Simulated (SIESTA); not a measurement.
# Al2O3 (Corundum): band structure with PBE

**Experimental background.**

From “Multi-petahertz electron interference in Cr:Al2O3 solid-state material”, 2018, pmc:5906618, for a bulk crystal of Al2O3: band gap 8.7 eV (optical).

Crystal: Al2O3 (Corundum).

```xyz
10
Lattice="2.3803 1.3742 4.3319 -2.3803 1.3742 4.3319 0.0000 -2.7485 4.3319" Properties=species:S:1:pos:R:3 pbc="T T T"
Al    0.0000    0.0000   11.0743
Al    0.0000    0.0000    8.4191
Al    0.0000    0.0000    1.9213
Al    0.0000    0.0000    4.5765
O    -1.6503   -0.1099    5.4148
O     0.7300    1.4841    5.4148
O     0.9203   -1.3742    5.4148
O     1.6503    0.1099    7.5808
O    -0.7300   -1.4841    7.5808
O    -0.9203    1.3742    7.5808
```

* Program: SIESTA 5.4.2
* Task: band structure
* Functional: PBE
* Potentials or basis: SG15 1.2 with PseudoDojo 0.4 standard (PBE files)
* Basis: DZP (energy shift 0.002 Ry; radii capped at 9.5 bohr)
* Grid cutoff: 800 Ry
* Energy shift: 0.002 Ry
* k mesh: 7 × 7 × 7
* Occupations: fermi-dirac, width 0.05 eV
* Spin: no spin polarisation

| Property | Result |
| --- | --- |
| Pressure | 9.4 GPa |
| Largest force | 0.032 eV/Å |
| Band gap on the k mesh | 6.24 eV, direct |
| Band gap along the path | 6.24 eV, direct |
| Hirshfeld charges | Al +0.37; O -0.25 e |
| Voronoi charges | Al +0.40; O -0.27 e |

Forces on the atoms (eV/Å):
```
Al   0.000  0.000  0.032
Al   0.000  0.000 -0.032
Al   0.000  0.000 -0.032
Al   0.000  0.000  0.032
O   -0.008 -0.013  0.000
O   -0.008  0.013  0.000
O    0.015  0.000  0.000
O    0.008  0.013  0.000
O    0.008 -0.013  0.000
O   -0.015  0.000  0.000
```

Stress tensor (GPa, compression positive):
```
10.08  0.00  0.00
 0.00 10.08  0.00
 0.00  0.00  8.14
```

Levels at the corners of the path, in eV from the valence-band top:
| point | band 22 | band 23 | band 24 | band 25 | band 26 | band 27 |
| --- | --- | --- | --- | --- | --- | --- |
| Γ | -0.01 | -0.01 | 0.00 | 6.24 | 9.24 | 10.95 |
| L | -0.89 | -0.26 | -0.26 | 9.53 | 9.53 | 9.67 |
| B1 | -0.84 | -0.49 | -0.49 | 9.72 | 9.72 | 10.16 |
| B | -0.84 | -0.49 | -0.49 | 9.72 | 9.72 | 10.16 |
| Z | -0.37 | -0.37 | -0.37 | 8.72 | 8.72 | 11.37 |
| Γ | -0.01 | -0.01 | 0.00 | 6.24 | 9.24 | 10.95 |
| X | -0.83 | -0.54 | -0.27 | 9.50 | 9.55 | 9.78 |
| Q | -0.83 | -0.54 | -0.27 | 9.50 | 9.55 | 9.78 |
| F | -0.92 | -0.75 | -0.24 | 9.64 | 9.74 | 9.97 |
| P1 | -0.85 | -0.74 | -0.45 | 9.77 | 9.97 | 10.25 |
| Z | -0.37 | -0.37 | -0.37 | 8.72 | 8.72 | 11.37 |
| L | -0.89 | -0.26 | -0.26 | 9.53 | 9.53 | 9.67 |
| P | -0.85 | -0.74 | -0.45 | 9.77 | 9.97 | 10.25 |

Wall time 8.6 min on 1 thread of Arm Neoverse V2 (shared host), peak memory 1.1 GiB.

Against the measured gap of Al2O3, 8.7 eV (optical; quoted in “Multi-petahertz electron interference in Cr:Al2O3 solid-state material”, 2018, pmc:5906618), the calculated 6.24 eV is off by -2.46 eV. The value is that of PBE in an atomic basis (SG15 1.2 with PseudoDojo 0.4 standard (PBE files), DZP (energy shift 0.002 Ry; radii capped at 9.5 bohr)), whose error adds to the functional's,, without temperature or zero-point motion. Semilocal functionals fall short of measured gaps as a rule.

Caveat: Mulliken charges of long-ranged orbitals can have an unphysical sign; the basis of atomic orbitals isn't converged, which shifts pressures, moduli and gaps.
